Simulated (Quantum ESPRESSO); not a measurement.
Here is a Quantum ESPRESSO 7.5 calculation.

pw.in

```
&CONTROL
  calculation = 'scf'
  prefix = 'pwscf'
  outdir = './tmp'
  pseudo_dir = './pseudo'
  tprnfor = .true.
  tstress = .true.
  disk_io = 'low'
/
&SYSTEM
  ibrav = 0
  nat = 1
  ntyp = 1
  ecutwfc = 36
  ecutrho = 216
  nbnd = 12
  occupations = 'smearing'
  smearing = 'mv'
  degauss = 0.00734986
  vdw_corr = 'grimme-d3'
  dftd3_version = 4
/
&ELECTRONS
  conv_thr = 2d-10
  electron_maxstep = 120
  mixing_beta = 0.5
/
ATOMIC_SPECIES
Zn    65.3800 Zn.GGA_PBE-JTH.UPF
CELL_PARAMETERS angstrom
  -1.5690370000    1.5690370000    1.5690370000
   1.5690370000   -1.5690370000    1.5690370000
   1.5690370000    1.5690370000   -1.5690370000
ATOMIC_POSITIONS angstrom
Zn     0.0000000000    0.0000000000    0.0000000000
K_POINTS automatic
12 12 12 0 0 0
```

File pp_density.in:

```
&INPUTPP
  prefix = 'pwscf'
  outdir = './tmp'
  filplot = 'density.dat'
  plot_num = 0
/
&PLOT
  nfile = 1
  filepp(1) = 'density.dat'
  iflag = 3
  output_format = 6
  fileout = 'density.cube'
/
```

The input pp_potential.in:

```
&INPUTPP
  prefix = 'pwscf'
  outdir = './tmp'
  filplot = 'potential.dat'
  plot_num = 11
/
&PLOT
  nfile = 1
  filepp(1) = 'potential.dat'
  iflag = 3
  output_format = 6
  fileout = 'potential.cube'
/
```

File pp_potential_ks.in:

```
&INPUTPP
  prefix = 'pwscf'
  outdir = './tmp'
  filplot = 'potential_ks.dat'
  plot_num = 1
/
&PLOT
  nfile = 1
  filepp(1) = 'potential_ks.dat'
  iflag = 3
  output_format = 6
  fileout = 'potential_ks.cube'
/
```

Potentials or basis: JTH 2.0 PBE.

The run is started by

```bash
$ OMP_NUM_THREADS=1 pw.x -in pw.in > pw.out
$ OMP_NUM_THREADS=1 pp.x -in pp_density.in > pp_density.out
$ OMP_NUM_THREADS=1 pp.x -in pp_potential.in > pp_potential.out
$ OMP_NUM_THREADS=1 pp.x -in pp_potential_ks.in > pp_potential_ks.out
```

Q: Predict the band gap on the k mesh.

A: None (metal or under the smearing width).

Caveat: the cutoff lies well under what these potentials need, so the values aren't converged.
